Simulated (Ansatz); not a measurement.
# Rhodium, simple cubic: HSE06 after PBE

Aim: see what exact exchange does to the levels, and what it costs. Spin polarisation is left out. The geometry was relaxed under PBE beforehand and is kept. Exact exchange is dear, so the k-mesh is coarse, and PBE is run on the same mesh for comparison.

Method: DFT, plane waves (420 eV) with PBE-made PAW files, scalar-relativistic; functionals as named at each step, in Ansatz 0.2.0.

### 1 The starting structure

The structure is cubic, space group Pm-3m (No. 221). The conventional cell has a = 2.537 Å, b = 2.537 Å, c = 2.537 Å, α = 90.00°, β = 90.00°, γ = 90.00°. Rh (site symmetry m-3m) has 6 Rh at 2.54 Å as nearest neighbours.

As a file:

```xyz
1
Lattice="2.5373 0.0000 0.0000 0.0000 2.5373 0.0000 0.0000 0.0000 2.5373" Properties=species:S:1:pos:R:3 pbc="T T T"
Rh    0.0000    0.0000    0.0000
```

### 2 PBE on the coarse mesh

The run with PBE.

The input, input.yaml:

```yaml
crystal:
  lattice:
    - [2.5373057994, 0.0, 0.0]
    - [0.0, 2.5373057994, 0.0]
    - [0.0, 0.0, 2.5373057994]
  atoms:
    - { symbol: Rh, position: [0.0, 0.0, 0.0] }
hamiltonian:
  xc: pbe
  pseudopotentials:
    kind: paw
    azcp:
      Rh: "pseudopotentials/Rh.paw.azcp"
basis:
  ecutwfc: 420
  fft_grid_basis: typed
kpoints:
  mp_grid: { grid: [6, 6, 6], shift: [0, 0, 0] }
magnetization:
  spin_polarized: false
scf:
  occupations: { method: fermi_dirac, width: 0.1 }
```

Command:

```console
$ ansatz run input.yaml --threads 4 --pin off --max-ram 8192MiB --backend cpu --events-out ev --progress --plain --runs-dir out
```

The program printed (excerpt; [...] marks lines left out):

```text
Warning: RAYON_NUM_THREADS=4 ignored (pool sized by the plan → 4); use --threads N
[...]
Pseudopotentials: kind: paw
Pseudopotential: Rh, paw, valence charge 17, recommended cutoff 420 eV (normal), <dir>
Functional definition: PBE
[...]
Crystal: 1 atoms, lattice volume = 16.335 Å³
Basis set: ecut = 420 eV, 305 PW (Γ)
Bands: 13, of which v1, the nominal top of the filled ones, is band 9 counted from 1 (8 counted from 0)
Symmetry: 48 space group operations
Space group: Pm-3m (ITA 221), of the structure as read, at distance tolerance 2.5e-5 Å
k-points: 20 of 216
[...]
SCF iter   1: F=—  HF=-6401.991853 eV  |F-HF|=—  |Δ(HF+E_count)|=         —  Δρ=6.27e-3  dr2=4.09e-3  ethr=1.77e-3  ⟨swp⟩=4.8  Hψ=1373  notcnv=0
[...]
SCF iter   6: F=-6401.991745 eV  HF=-6401.991745 eV  |F-HF|=1.82e-12  |Δ(HF+E_count)|=   1.38e-9  Δρ=5.01e-7  dr2=1.80e-11  ethr=5.45e-11  ⟨swp⟩=1.0  Hψ=744  notcnv=0
[...]
SCF converged after 6 iterations
Free energy (F): -6401.991745 eV
[...]
E sigma→0 (E₀):  -6401.958061 eV
Entropy (-TS):   -0.067368 eV (-67.368 meV/atom)
Fermi energy:    17.945206 eV
[...]
```

Wall time 0.21 s (4 threads of Arm Neoverse V1, shared host); peak memory 0.24 GiB.

### 3 HSE06, coarse mesh

The run with HSE06.

Changes to input.yaml since step 2:

```diff
@@ -8,3 +8,3 @@
 hamiltonian:
-  xc: pbe
+  xc: hse06
   pseudopotentials:
```

Command:

```console
$ ansatz run input.yaml --threads 4 --pin off --max-ram 8192MiB --backend cpu --events-out ev --progress --plain --runs-dir out
```

The program printed (excerpt; [...] marks lines left out):

```text
Warning: RAYON_NUM_THREADS=4 ignored (pool sized by the plan → 4); use --threads N
[...]
[... 2 set-up lines as earlier in the session ...]
Functional definition: HSE06
[...]
Crystal: 1 atoms, lattice volume = 16.335 Å³
Basis set: ecut = 420 eV, 305 PW (Γ)
Bands: 13, of which v1, the nominal top of the filled ones, is band 9 counted from 1 (8 counted from 0)
[... 2 set-up lines as earlier in the session ...]
k-points: 20 of 216
[...]
SCF iter   1: F=—  HF=-6401.992526 eV  |F-HF|=—  |Δ(HF+E_count)|=         —  Δρ=5.52e-3  dr2=2.23e-3  ethr=1.77e-3  ⟨swp⟩=8.2  Hψ=1138  notcnv=0
[...]
Frozen-core exchange: fock
[...]
SCF 2 stopped early in 7 iterations: F = -6403.603127 eV  dr2 = 4.14e-6
hybrid outer 1: dexx = +5.446e-3 eV, tail = 1.89e-5 eV
[...]
Frozen-core exchange: fock
[...]
hybrid outer 2: dexx = +2.818e-7 eV, tail = 2.18e-7 eV, Δε = 3.98e-3 eV (about 6.65e-4 eV left of the loop's levels)
hybrid SCF converged: 2 outer / 9 inner (+7 warm-up), last move |dexx| = 2.82e-7 eV, tail = 2.18e-7 eV
Stability not checked: this state was not tested for a lower state beside it, because the functional holds exact exchange (a hybrid, or Hartree-Fock), whose exchange loop this test does not read (fock_operator; see scf.lower_state_search)
Free energy (F): -6403.603130 eV
Frozen-core exchange: fock
[...]
E sigma→0 (E₀):  -6403.574025 eV
Entropy (-TS):   -0.058210 eV (-58.210 meV/atom)
Fermi energy:    17.513778 eV
[...]
--- Band table (eV; the first three rows and the last of 20) ---
  k-point 0: bands = ["-65.2704", "-31.3598", "-31.3598", "-31.3598", "10.3321", "11.6726", "11.6726", "18.4303", "18.4303", "18.4303", "35.5813"]
[...]
  guard bands above this table: 2 of the run's 13 bands. The solve was not asked for them (output.publish_guard_bands: true or output.eigenvalues: true publishes all)
```

It took 2.5 s on 4 threads of Arm Neoverse V1, shared host; peak memory 0.59 GiB.

### 4 Side by side

```tsv
functional	gap on the mesh	Fermi energy (eV)	SCF cycles	exchange loops	CPU time
PBE	none (levels filled in part)	17.945	6	-	0.46 s
HSE06	none (levels filled in part)	17.514	16	2	6.4 s
```

### 5 Outcome

| quantity | value |
| --- | --- |
| PBE: gap | none (levels filled in part) |
| HSE06: gap | none (levels filled in part) |
| HSE06: SCF cycles, exchange loops | 16, 2 |
| HSE06: CPU time over that of PBE | 14 |
| HSE06: relative to fcc | +980 meV/atom |

**Reading.** Both PBE and HSE06 leave levels filled in part. The hybrid took 14 times as much CPU time as PBE on the same settings. HSE06 needed 2 outer loops of the exchange operator. The dense-mesh value adds -136.5 meV/atom, the change that PBE shows between the coarse mesh and its own dense run (not shown). Under HSE06 it lies 980 meV/atom above fcc (computed apart in the same way); on such meshes a few tens of meV are uncertain for metals. Absolute energies differ from functional to functional, by eV per atom at times, and say nothing by themselves.
